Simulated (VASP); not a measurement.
A run of VASP 6.6.1:

INCAR

```
PREC = Accurate
ENCUT = 600
EDIFF = 1E-6
ISMEAR = 0
SIGMA = 0.05
LREAL = False
LASPH = True
NELM = 100
ALGO = Normal
ISIF = 3
LWAVE = False
LCHARG = False
GGA = PE
IBRION = 2
NSW = 80
EDIFFG = -0.03
```

KPOINTS

```
Automatic mesh
0
Gamma
  4 4 2
```

The input POSCAR:

```
Cs
1.0
    5.3895636430      0.0000000000      0.0000000000
   -2.6947818215      4.6674990301      0.0000000000
    0.0000000000      0.0000000000      8.8029539502
Cs
2
Direct
    0.3333333333      0.6666666667      0.7500000000
    0.6666666667      0.3333333333      0.2500000000
```

Potentials or basis: VASP PAW PBE potentials, release 64 (Cs_sv).

Run with:

```bash
$ cat potpaw_PBE.64/Cs_sv/POTCAR > POTCAR
$ mpirun -np 1 vasp_std > vasp.out
```

Hardware: 1 thread of Intel(R) Xeon(R) Platinum 8259CL CPU @ 2.50GHz (Skylake/Cascade Lake), on a shared host.

Q: How long does it take, and how much memory?

A: Run time: 65 s on 1 thread of Intel(R) Xeon(R) Platinum 8259CL CPU @ 2.50GHz (Skylake/Cascade Lake) (shared host), peak memory 0.41 GiB. Counts: scf iterations 24, k points 8, ion steps 3.
